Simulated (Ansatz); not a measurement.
The system is GaN.

```
CELL_PARAMETERS angstrom
0.00000 2.25350 2.25350
2.25350 0.00000 2.25350
2.25350 2.25350 0.00000
ATOMIC_POSITIONS crystal
Ga 0.00000 0.00000 0.00000
N 0.25000 0.25000 0.25000
```

The cell is a database's computed one.

```yaml
Program: Ansatz 0.2.0
Task: relaxation of cell and atoms
Functional: HSEsol
Potentials_or_basis: Ansatz PAW
Cutoff: "420 eV (not typed: the program's choice for these potentials)"
k_mesh: 5 × 5 × 5
Occupations: fermi-dirac, width 0.05 eV
Spin: no spin polarisation
```

At the start: volume 11.44 Å³/atom.

Problem. How do energy, volume and symmetry change on relaxing?

Solution. It ends after 7 steps and the volume is 11.13 Å³/atom (-2.7 %); space group F-43m (No. 216, to 0.05 Å).

The path:
| step | energy change (eV) | largest force (eV/Å) | volume (Å³) |
| --- | --- | --- | --- |
| 1 | 0.0000 | 0.0000 | 22.89 |
| 2 | -0.0106 | 0.0000 | 22.49 |
| 3 | -0.0128 | 0.0000 | 22.26 |
| 4 | -0.0127 | 0.0000 | 22.27 |
| 5 | -0.0111 | 0.0000 | 22.27 |
| 6 | -0.0111 | 0.0000 | 22.26 |
| 7 | -0.0111 | 0.0000 | 22.26 |

Final structure:
```yaml
crystal:
  lattice:
    - [0.00000, 2.23268, 2.23268]
    - [2.23268, 0.00000, 2.23268]
    - [2.23268, 2.23268, 0.00000]
  atoms:
    - { symbol: Ga, position: [0.00000, 0.00000, 0.00000] }
    - { symbol: N, position: [0.25000, 0.25000, 0.25000] }
```

Caveat: the k mesh is coarse (spacing up to 0.48 Å⁻¹), so the values aren't converged, least of all with exact exchange; the plane-wave basis is chosen anew once the cell has moved, so the energies of steps on either side of that aren't comparable; the pressure holds a Pulay correction of +0.5 GPa for the finite cutoff; the PAW data sets come from PBE, with cores solved anew for the run's functional, which leaves a small shift of forces and pressure.
